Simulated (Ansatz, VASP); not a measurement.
**One calculation of Fe, two programs**

INCAR

```
ALGO     = Normal         # electronic algorithm
EDIFF    = 1E-6           # SCF threshold, eV
ENCUT    = 520            # plane-wave cutoff, eV
GGA      = PE             # functional
ISIF     = 2              # what is computed and relaxed
ISMEAR   = 0              # smearing method
ISPIN    = 2              # spin polarisation
LASPH    = T              # aspherical terms in the spheres
LCHARG   = F              # write CHGCAR
LMAXMIX  = 4              # l up to which the mixer works
LORBIT   = 11             # projections on sites
LREAL    = F              # projectors in reciprocal space
LWAVE    = F              # write WAVECAR
MAGMOM   = 2.44           # initial moments
NBANDS   = 14             # bands
NELM     = 150            # most SCF steps
PREC     = Accurate       # precision mode
SIGMA    = 0.15           # smearing width, eV
```

Contents of KPOINTS:

```
k-points
0
Gamma
  10 10 10
```

Contents of POSCAR:

```
Fe
1.0
   -1.3119987705      1.4157750842      1.5148793401
    1.3119987705     -1.4157750842      1.5148793401
    1.3119987705      1.4157750842     -1.5148793401
Fe
1
Direct
    0.0000000000      0.0000000000      0.0000000000
```

Input for Ansatz:

```yaml
crystal:
  lattice:
    - [-1.3119987705, 1.4157750842, 1.5148793401]
    - [1.3119987705, -1.4157750842, 1.5148793401]
    - [1.3119987705, 1.4157750842, -1.5148793401]
  atoms:
    - { symbol: Fe, position: [0.0, 0.0, 0.0], spin: 2.44 }
basis:
  ecutwfc: 520.0
kpoints:
  mp_grid: { grid: [10, 10, 10] }
hamiltonian:
  xc: pbe
scf:
  occupations: { method: gaussian, width: 0.15 }
output:
  forces: true
  stress: true
  eigenvalues: true
  populations: true
magnetization:
  spin_polarized: true
```

Change from the starting cell: normal strain along x -0.0733, normal strain along z +0.0700.

Alike in both runs: task single point; functional PBE; k mesh 10 × 10 × 10; occupations gaussian, width 0.15 eV; collinear spin.

```csv
,VASP,Ansatz
version,VASP 6.6.1,Ansatz 0.2.0
potentials or method,"VASP PAW PBE potentials, release 64 (Fe)","scalar-relativistic, plane waves, PAW"
plane-wave cutoff (eV),520,520
valence electrons in the cell,8,16
```

Ansatz gave:

| Property | Result |
| --- | --- |
| gap on the k mesh at the Fermi level (eV) | none |
| pressure (GPa) | 3.6 |
| largest component of the traceless stress (GPa) | 11.87 |
| net moment per atom (μB) | 2.19 |
| size of the moment on the site where the two differ most (μB) | 2.23 |

Problem. Which values does VASP return?

Solution. gap on the k mesh at the Fermi level (eV): none; pressure (GPa): 3.4; largest component of the traceless stress (GPa): 11.67; net moment per atom (μB): 2.21; size of the moment on the site where the two differ most (μB): 2.20.

Site moments also hang on the region over which each program counts them. A gap of «none» marks a metal or a gap that the smearing closes. The two sets of potentials don't hold the same shells in valence.
